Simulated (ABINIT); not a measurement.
Crystal: Si2W.

```
W Si
1.0
    -1.60690    1.60690    3.91495
     1.60690   -1.60690    3.91495
     1.60690    1.60690   -3.91495
W Si
1 2
Direct
  0.00000 0.00000 0.00000
  0.66530 0.66530 0.00000
  0.33470 0.33470 0.00000
```

Base run:

| Item | Value |
| --- | --- |
| Program | ABINIT 10.8.3 (patched build) |
| Functional | rPW86PBE |
| Potentials or basis | JTH PAW PBE v2.0 |
| Cutoff | 435 eV |
| k mesh | 12 × 12 × 12 |
| Occupations | fermi-dirac, width 0.05 eV |
| Spin | no spin polarisation |

Its results: band gap on the k mesh none (metal or under the smearing width); pressure 8.1 GPa; largest force 0.145 eV/Å.

Q: After a change of settings the same cell gave: band gap on the k mesh none (metal or under the smearing width); pressure 4.8 GPa; largest force 0.105 eV/Å. Which change was it?
A. functional from rPW86PBE to PBEsol; k mesh from 12 × 12 × 12 to 7 × 7 × 7
B. functional from rPW86PBE to HCTH407
C. functional from rPW86PBE to revPBE

A: C.

Caveats: the PAW data sets were made with another functional, which shifts forces and pressure a little; spin-orbit coupling is left out, which moves the levels of the heavy elements.

Runs at the PBE level aren't shown here.
